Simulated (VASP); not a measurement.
# AlN (Fm-3m) in VASP: a series of runs

The runs below take AlN through G0W0 quasiparticle levels, with PBE.

All numbers are computed with VASP 6.6.1; they aren't measurements. Logs are shortened: lines on timing, memory, paths and dates and some standing lists are left out, and cuts for length are marked.

**1. Starting point**

The structure is cubic, space group Fm-3m (No. 225). Conventional cell: a = 4.069 Å, b = 4.069 Å, c = 4.069 Å, α = 90.00°, β = 90.00°, γ = 90.00°. Around Al (site symmetry m-3m) lie 6 N at 2.03 Å. Around N (site symmetry m-3m) lie 6 Al at 2.03 Å.

Measurements of this composition are mostly on another form, of space group No. 186.

**2. G0W0 quasiparticle levels, PBE**

POSCAR reads:

```
AlN
1.0
    0.0000000000      2.0345180000      2.0345180000
    2.0345180000      0.0000000000      2.0345180000
    2.0345180000      2.0345180000      0.0000000000
Al N
1 1
Direct
    0.5000000000      0.5000000000      0.5000000000
    0.0000000000      0.0000000000      0.0000000000
```

INCAR.step1 reads:

```
SYSTEM = AlN
ALGO = Normal
EDIFF = 1E-8
ENCUT = 450
GGA = PE
ISMEAR = 0
LASPH = .True.
LCHARG = .False.
LREAL = .False.
LWAVE = .True.
NELM = 60
PREC = Accurate
SIGMA = 0.01
```

INCAR.step2 reads:

```
SYSTEM = AlN
ALGO = Exact
EDIFF = 1E-8
ENCUT = 450
GGA = PE
ISMEAR = 0
ISTART = 1
LASPH = .True.
LCHARG = .False.
LOPTICS = .True.
LREAL = .False.
LWAVE = .True.
NBANDS = 24
NELM = 1
PREC = Accurate
SIGMA = 0.01
```

INCAR.step3 reads:

```
SYSTEM = AlN
ALGO = EVGW0
EDIFF = 1E-8
ENCUT = 450
ENCUTGW = 75
GGA = PE
ISMEAR = 0
ISTART = 1
LASPH = .True.
LCHARG = .False.
LREAL = .False.
LWAVE = .False.
NBANDS = 24
NBANDSGW = 12
NELMGW = 1
NOMEGA = 48
PREC = Accurate
PRECFOCK = Fast
SIGMA = 0.01
```

KPOINTS reads:

```
k-points
0
Gamma
  3 3 3
  0 0 0
```

Potentials or basis: VASP PAW PBE potentials, release 64 (Al_GW, N_GW).

The run is started by

```bash
$ cat potpaw_PBE.64/Al_GW/POTCAR potpaw_PBE.64/N_GW/POTCAR > POTCAR
$ cp INCAR.step1 INCAR
$ mpirun -np 1 vasp_std > vasp.out
$ cp INCAR.step2 INCAR
$ mpirun -np 1 vasp_std > vasp.out
$ cp INCAR.step3 INCAR
$ mpirun -np 1 vasp_std > vasp.out
```

OUTCAR:

```text
SYSTEM = AlN
   EDIFF = 1E-8
   ENCUT = 450
   ENCUTGW = 75
   GGA = PE
   ISMEAR = 0
   ISTART = 1
   LASPH = .True.
   LREAL = .False.
   NELMGW = 1
   PREC = Accurate
   PRECFOCK = Fast

 Found      4 irreducible k-points:

 Following reciprocal coordinates:
            Coordinates               Weight
  0.000000  0.000000  0.000000      1.000000
  0.333333  0.000000  0.000000      8.000000
  0.333333  0.333333  0.000000      6.000000
 -0.333333  0.333333  0.000000     12.000000
   k-points           NKPTS =      4   k-points in BZ     NKDIM =     27   number of bands    NBANDS=     24
   number of dos      NEDOS =    301   number of ions     NIONS =      2
   total plane-waves  NPLWV =   8000
   dimension x,y,z NGX =    20 NGY =   20 NGZ =   20
   dimension x,y,z NGXF=    40 NGYF=   40 NGZF=   40
   ions per type =               1   1
   NGX,Y,Z   is equivalent  to a cutoff of  11.56, 11.56, 11.56 a.u.
   NGXF,Y,Z  is equivalent  to a cutoff of  23.11, 23.11, 23.11 a.u.
 SYSTEM =  AlN
   PREC   = accura    normal or accurate (medium, high low for compatibility)
   ISTART =      1    job   : 0-new  1-cont  2-samecut
   ICHARG =      0    charge: 1-file 2-atom 10-const
   ISPIN  =      1    spin polarized calculation?
   LNONCOLLINEAR =      F non collinear calculations
   LSORBIT =      F    spin-orbit coupling
   LASPH  =      T    aspherical Exc in radial PAW
   ENCUT  =  450.0 eV  33.07 Ry    5.75 a.u.   4.98  4.98  4.98*2*pi/ulx,y,z
   NELM   =     60;   NELMIN=  2; NELMDL=  0     # of ELM steps
   EDIFF  = 0.1E-07   stopping-criterion for ELM
   LREAL  =      F    real-space projection
   EDIFFG = 0.1E-06   stopping-criterion for IOM
   NSW    =      0    number of steps for IOM
   IBRION =     -1    ionic relax: 0-MD 1-quasi-New 2-CG
   NFREE  =      0    steps in history (QN), initial steepest desc. (CG)
   ISIF   =      0    stress and relaxation
   ISYM   =      3    0-nonsym 1-usesym 2-fastsym
   POTIM  = 0.5000    time-step for ionic-motion
   TEBEG  =    0.0;   TEEND  =   0.0 temperature during run
   PSTRESS=    0.0 pullay stress
   NELECT =       8.0000    total number of electrons
   NUPDOWN=      -1.0000    fix difference up-down
   EMIN   =  10.00;   EMAX   =-10.00  energy-range for DOS
   EFERMI =   0.00;   METHOD = LEGACY
   ISMEAR =     0;   SIGMA  =   0.01  broadening in eV -4-tet -1-fermi 0-gaus
   EFERMI_NEDOS =   21; number of points for ismear=-14 and -15
   IALGO  =     38    algorithm
   IMIX   =      4    mixing-type and parameters
     AMIX     =   0.40;   BMIX     =  1.00
     AMIX_MAG =   1.60;   BMIX_MAG =  1.00
  volume/ion in A,a.u.               =       8.42        56.83
  Fermi-wavevector in a.u.,A,eV,Ry     =   1.277321  2.413786 22.198561  1.631548
  Thomas-Fermi vector in A             =   2.409927
   LORBIT       =      0    0 simple, 1 ext, 2 COOP (PROOUT), +10 PAW based schemes
   GGA     = PE    functional components
   LHFCALC =     T    Hartree Fock is set to
   PRECFOCK=fast      Normal, Fast or Accurate (Low or Medium for compatibility)
   ENCUT4O =  -1.0   cutoff for four orbital integrals eV
   NKREDX  =     1    reduce k-point grid by
   NKREDY  =     1    reduce k-point grid by
   NKREDZ  =     1    reduce k-point grid by
   AEXX    =    1.0000 exact exchange contribution
   HFSCREEN=    0.0000 screening length (either q_TF or 0.3 A-1)
   HFSCREENC=   0.0000 screening length for correlation (either q_TF or 0.3 A-1)
   ENCUTFOCK=  -1.0 apply spherical cutoff to Coloumb kernel
   IVDW    =     0    specifies the selected vdW correction
   LEPSILON=     F    determine dielectric tensor
   LRPA    =     F    only Hartree local field effects (RPA)
   LRPAFORCE           =     F    calculate RPA forces
   ENCUTGW             =  75.0    cutoff for response function in eV
   ENCUTGWSOFT         =  60.0    soft cutoff for Coulomb kernel in GW response function in eV
   ENCUTLF             =  -1.0    cutoff for local field effects
   NELMGW              =     1    number of iterations in solving QP/BSE equation
   NELMHF              =     1    number of iterations in the inner HF iteration
   NKREDLFX            =     1    NKREDLFY  =   1   NKREDLFZ  =   1
 non-spin polarized calculation
 Gauss-broadening in eV      SIGMA  =   0.01
  energy-cutoff  :      450.00
  volume of cell :       16.84
 maximum number of plane-waves:       375
  NGX = 12; NGY = 12; NGZ = 12
   NGX =  9   NGY =  9   NGZ =  9
 maximum number of plane-waves:        27
 NGX is ok and might be reduce to    10

 QP shifts <psi_nk| G(iteration)W_0 |psi_nk>: iteration 1
 for sc-GW calculations column KS-energies equals QP-energies in previous step
 and V_xc(KS)=  KS-energies - (<T + V_ion + V_H > + <T+V_H+V_ion>^1  + <V_x>^1)

 k-point   1 :       0.0000    0.0000    0.0000
  band No.  KS-energies  QP-energies   sigma(KS)   V_xc(KS)     V^pw_x(r,r')   Z            occupation Imag(sigma)

      1      -8.8173     -10.0733     -16.3241     -14.5807     -24.7400       0.7204       2.0000       1.3994
      2       8.6417       8.5730     -17.4224     -17.3363     -21.4544       0.7979       2.0000       0.1343
      3       8.6417       8.5730     -17.4224     -17.3363     -21.4544       0.7979       2.0000       0.1343
      4       8.6417       8.5730     -17.4224     -17.3363     -21.4544       0.7979       2.0000       0.1343
      5      13.9874      15.2721     -12.9897     -14.5892      -8.4956       0.8032       0.0000      -0.1285
      6      20.5617      21.6930      -9.2117     -10.5978      -4.3058       0.8161       0.0000      -0.1626
      7      20.5617      21.6930      -9.2117     -10.5978      -4.3058       0.8161       0.0000      -0.1626
      8      20.5617      21.6930      -9.2117     -10.5978      -4.3058       0.8161       0.0000      -0.1626
      9      25.6576      26.1284      -8.7855      -9.4009      -2.4763       0.7651       0.0000      -0.5180
     10      26.0934      27.6616      -9.5248     -11.4784      -4.4140       0.8027       0.0000      -0.2462
     11      26.0934      27.6616      -9.5248     -11.4784      -4.4140       0.8027       0.0000      -0.2462
     12      26.9887      28.3334      -9.4226     -11.1255      -2.8392       0.7896       0.0000      -0.6295

 k-point   2 :       0.3333    0.0000    0.0000
  band No.  KS-energies  QP-energies   sigma(KS)   V_xc(KS)     V^pw_x(r,r')   Z            occupation Imag(sigma)
[... 33 lines left out ...]
      1      -4.8088      -5.8783     -18.0499     -16.6935     -26.0140       0.7886       2.0000       1.0482
      2       2.4746       1.7011     -14.7163     -13.7207     -19.1605       0.7768       2.0000       0.2173
      3       2.7783       1.9815     -14.7919     -13.7665     -19.2138       0.7771       2.0000       0.2108
      4       6.7059       6.3365     -16.4955     -16.0313     -20.6362       0.7956       2.0000       0.1479
      5      14.9498      15.9793      -9.7179     -10.9767      -5.1572       0.8179       0.0000      -0.1262
      6      18.9625      20.6893     -12.5706     -14.7418      -7.8571       0.7953       0.0000      -0.1692
      7      20.4572      22.1904     -12.5640     -14.7639      -7.5244       0.7879       0.0000      -0.2029
      8      21.9832      23.5268     -10.3195     -12.2465      -4.9831       0.8010       0.0000      -0.2418
      9      24.8370      26.0248      -9.8552     -11.3985      -3.7527       0.7697       0.0000      -0.3769
     10      28.3344      29.5675      -9.0168     -10.5322      -3.1688       0.8138       0.0000      -0.5321
     11      31.7419      33.0688      -8.9778     -10.6832      -2.2499       0.7781       0.0000      -0.8111
     12      35.0344      37.0270     -10.4144     -12.9358      -3.8165       0.7903       0.0000      -1.0039
```

OUTCAR.step1:

```text
SYSTEM = AlN
   EDIFF = 1E-8
   ENCUT = 450
   GGA = PE
   ISMEAR = 0
   LASPH = .True.
   LREAL = .False.
[... 150 lines left out ...]
      2.03452      2.03452      2.03452         0.000000     -0.000000     -0.000000
      0.00000      0.00000      0.00000        -0.000000      0.000000      0.000000
 -----------------------------------------------------------------------------------
    total drift:                                0.000000     -0.000000     -0.000000

  FREE ENERGIE OF THE ION-ELECTRON SYSTEM (eV)
  ---------------------------------------------------
  free  energy   TOTEN  =       -14.1775501564 eV

  energy  without entropy=      -14.1775501564  energy(sigma->0) =      -14.17755016
```

OUTCAR.step2:

```text
SYSTEM = AlN
   EDIFF = 1E-8
   ENCUT = 450
   GGA = PE
[... 518 lines left out ...]
  --------------------------------------------------------------------------------------------------------------
     0.00000     8.30320     8.30320     8.30320     0.00000     0.00000    -0.00000
     0.87693     8.39364     8.39364     8.39364     0.00000     0.00000    -0.00000
     1.75386     8.68524     8.68524     8.68524     0.00000     0.00000    -0.00000
     2.63078     9.24126     9.24126     9.24126     0.00000     0.00000    -0.00000
     3.50771    10.22774    10.22774    10.22774     0.00000     0.00000    -0.00000
     4.38464    12.19802    12.19802    12.19802     0.00000     0.00000    -0.00000
[... 92 lines left out ...]
    85.93895     0.90200     0.90200     0.90200    -0.00000    -0.00000     0.00000
    86.81587     0.90412     0.90412     0.90412    -0.00000    -0.00000     0.00000
```

Wall time 6.7 s (1 thread of Intel Xeon Platinum 8488C (Sapphire Rapids), shared host); peak memory 0.13 GiB.

These settings aren't checked as converged: the numbers below hold their error.

What came out:

| Quantity | Value |
| --- | --- |
| Band gap on the k mesh, mean-field level | 5.35 eV, direct |
| Quasiparticle gap | 6.70 eV |
| Least direct quasiparticle gap | 6.70 eV |

Caveat: the k mesh is coarse (spacing up to 0.89 Å⁻¹), so the values aren't converged; bands, screening cutoff and mesh are small and nothing is extrapolated, so the quasiparticle values aren't converged.

**3. G0W0 quasiparticle levels, PBE**

POSCAR is that of step 2.

INCAR.step1 is that of step 2.

Changes to INCAR.step2 since step 2:

```diff
@@ -12,3 +12,3 @@
 LWAVE = .True.
-NBANDS = 24
+NBANDS = 16
 NELM = 1
```

Changes to INCAR.step3 since step 2:

```diff
@@ -4,3 +4,3 @@
 ENCUT = 450
-ENCUTGW = 75
+ENCUTGW = 200
 GGA = PE
@@ -12,3 +12,3 @@
 LWAVE = .False.
-NBANDS = 24
+NBANDS = 16
 NBANDSGW = 12
```

KPOINTS is that of step 2.

Potentials or basis: VASP PAW PBE potentials, release 64 (Al_GW, N_GW).

The run is started by

```bash
$ cat potpaw_PBE.64/Al_GW/POTCAR potpaw_PBE.64/N_GW/POTCAR > POTCAR
$ cp INCAR.step1 INCAR
$ mpirun -np 1 vasp_std > vasp.out
$ cp INCAR.step2 INCAR
$ mpirun -np 1 vasp_std > vasp.out
$ cp INCAR.step3 INCAR
$ mpirun -np 1 vasp_std > vasp.out
```

OUTCAR:

```text
SYSTEM = AlN
   EDIFF = 1E-8
   ENCUT = 450
   ENCUTGW = 200
   GGA = PE
   ISMEAR = 0
   ISTART = 1
   LASPH = .True.
   LREAL = .False.
   NELMGW = 1
   PREC = Accurate
   PRECFOCK = Fast

 Found      4 irreducible k-points:

 Following reciprocal coordinates:
            Coordinates               Weight
  0.000000  0.000000  0.000000      1.000000
  0.333333  0.000000  0.000000      8.000000
  0.333333  0.333333  0.000000      6.000000
 -0.333333  0.333333  0.000000     12.000000
   k-points           NKPTS =      4   k-points in BZ     NKDIM =     27   number of bands    NBANDS=     16
   number of dos      NEDOS =    301   number of ions     NIONS =      2
   total plane-waves  NPLWV =   8000
   dimension x,y,z NGX =    20 NGY =   20 NGZ =   20
   dimension x,y,z NGXF=    40 NGYF=   40 NGZF=   40
   ions per type =               1   1
   NGX,Y,Z   is equivalent  to a cutoff of  11.56, 11.56, 11.56 a.u.
[... 55 lines left out ...]
   NELMHF              =     1    number of iterations in the inner HF iteration
   NKREDLFX            =     1    NKREDLFY  =   1   NKREDLFZ  =   1
 non-spin polarized calculation
 Gauss-broadening in eV      SIGMA  =   0.01
  energy-cutoff  :      450.00
  volume of cell :       16.84
 maximum number of plane-waves:       375
  NGX = 12; NGY = 12; NGZ = 12
   NGX =  9   NGY =  9   NGZ =  9
 maximum number of plane-waves:       113

 QP shifts <psi_nk| G(iteration)W_0 |psi_nk>: iteration 1
 for sc-GW calculations column KS-energies equals QP-energies in previous step
 and V_xc(KS)=  KS-energies - (<T + V_ion + V_H > + <T+V_H+V_ion>^1  + <V_x>^1)

 k-point   1 :       0.0000    0.0000    0.0000
  band No.  KS-energies  QP-energies   sigma(KS)   V_xc(KS)     V^pw_x(r,r')   Z            occupation Imag(sigma)

      1      -8.8173      -9.9397     -16.1707     -14.5807     -24.7400       0.7059       2.0000       1.6363
      2       8.6417       8.6809     -17.2870     -17.3363     -21.4544       0.7955       2.0000       0.1533
      3       8.6417       8.6809     -17.2870     -17.3363     -21.4544       0.7955       2.0000       0.1533
      4       8.6417       8.6809     -17.2870     -17.3363     -21.4544       0.7955       2.0000       0.1533
      5      13.9874      15.5777     -12.6013     -14.5892      -8.4956       0.8000       0.0000      -0.1393
      6      20.5617      22.1107      -8.7149     -10.5978      -4.3058       0.8226       0.0000      -0.1585
      7      20.5617      22.1107      -8.7149     -10.5978      -4.3058       0.8226       0.0000      -0.1585
      8      20.5617      22.1107      -8.7149     -10.5978      -4.3058       0.8226       0.0000      -0.1585
      9      25.6576      26.6326      -8.1332      -9.4009      -2.4763       0.7691       0.0000      -0.5122
     10      26.0934      28.0614      -9.0471     -11.4784      -4.4140       0.8094       0.0000      -0.2418
     11      26.0934      28.0614      -9.0471     -11.4784      -4.4140       0.8094       0.0000      -0.2418
     12      26.9887      28.6482      -9.0302     -11.1255      -2.8392       0.7920       0.0000      -0.6331
[... 36 lines left out ...]
      1      -4.8088      -5.7897     -17.8999     -16.6935     -26.0140       0.8131       2.0000       1.3240
      2       2.4746       1.8260     -14.5538     -13.7207     -19.1605       0.7784       2.0000       0.2362
      3       2.7783       2.1094     -14.6249     -13.7665     -19.2138       0.7792       2.0000       0.2295
      4       6.7059       6.4555     -16.3478     -16.0313     -20.6362       0.7910       2.0000       0.1766
      5      14.9498      16.2752      -9.3651     -10.9767      -5.1572       0.8224       0.0000      -0.1265
      6      18.9625      20.9313     -12.2540     -14.7418      -7.8571       0.7914       0.0000      -0.1736
      7      20.4572      22.4464     -12.2350     -14.7639      -7.5244       0.7866       0.0000      -0.2174
      8      21.9832      23.8209      -9.9589     -12.2465      -4.9831       0.8033       0.0000      -0.2453
      9      24.8370      26.3800      -9.3956     -11.3985      -3.7527       0.7704       0.0000      -0.3954
     10      28.3344      30.1024      -8.3834     -10.5322      -3.1688       0.8228       0.0000      -0.5342
     11      31.7419      33.5124      -8.4063     -10.6832      -2.2499       0.7776       0.0000      -0.8255
     12      35.0344      37.4987      -9.8701     -12.9358      -3.8165       0.8038       0.0000      -1.0730
```

Wall time 6.7 s (1 thread of Intel Xeon Platinum 8488C (Sapphire Rapids), shared host); peak memory 0.14 GiB.

These settings aren't checked as converged: the numbers below hold their error.

What came out:

```yaml
Band_gap_on_the_k_mesh_mean-field_level: 5.35 eV, direct
Quasiparticle_gap: 6.90 eV
Least_direct_quasiparticle_gap: 6.90 eV
```

Caveat: the k mesh is coarse (spacing up to 0.89 Å⁻¹), so the values aren't converged; bands, screening cutoff and mesh are small and nothing is extrapolated, so the quasiparticle values aren't converged.

[end of part 1 of 2]
